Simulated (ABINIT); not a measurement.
A run of ABINIT 10.8.3 (patched build) is set up as follows.

Contents of run.abi:

```
pp_dirpath "./"
pseudos "Cl.LDA_PW-JTH.xml, Li.LDA_PW-JTH.xml"

acell 3.6271325184 3.6271325184 3.6271325184 Angstrom
rprim
     0.0000000000     0.7071067812     0.7071067812
     0.7071067812     0.0000000000     0.7071067812
     0.7071067812     0.7071067812     0.0000000000
ntypat 2
znucl 17 3
natom 2
typat 1 2
chkprim 0
chksymtnons 0
tolsym 1.0e-6
xred
            1/2            1/2            1/2
            0.0            0.0            0.0

ecut 680.284656 eV
pawecutdg 47.0
ecutsm 0.5

kptopt 1
ngkpt 7 7 7
nshiftk 1
shiftk 0.0 0.0 0.0

ixc 7

nband 9
occopt 3
tsmear 0.00183747

nstep 80
tolvrs 1.0e-10

iomode 3
prteig 0
prtebands 0
prtwf 0
prtden 0

ionmov 2
optcell 2
ntime 50
tolmxf 2.0e-5
dilatmx 1.08
```

Potentials or basis: JTH PAW LDA v2.0.

Run with:

```bash
$ abinit run.abi > log 2>&1
```

Q: Predict the space group after relaxing (to 0.05 Å).

A: Fm-3m (No. 225).

Q: Estimate the relaxed cell.

A: a = 3.515 Å, b = 3.515 Å, c = 3.515 Å, α = 60.00°, β = 60.00°, γ = 60.00°.

Q: Estimate the band gap on the k mesh.

A: 6.56 eV, direct.

Final structure:
```xyz
2
Lattice="0.0000 2.4856 2.4856 2.4856 0.0000 2.4856 2.4856 2.4856 0.0000" Properties=species:S:1:pos:R:3 pbc="T T T"
Cl    2.4856    2.4856    2.4856
Li    0.0000    0.0000    0.0000
```

Caveat: an odd mesh through Γ misses points on the zone boundary, where band edges often lie. LDA usually gives volumes a few per cent too small.
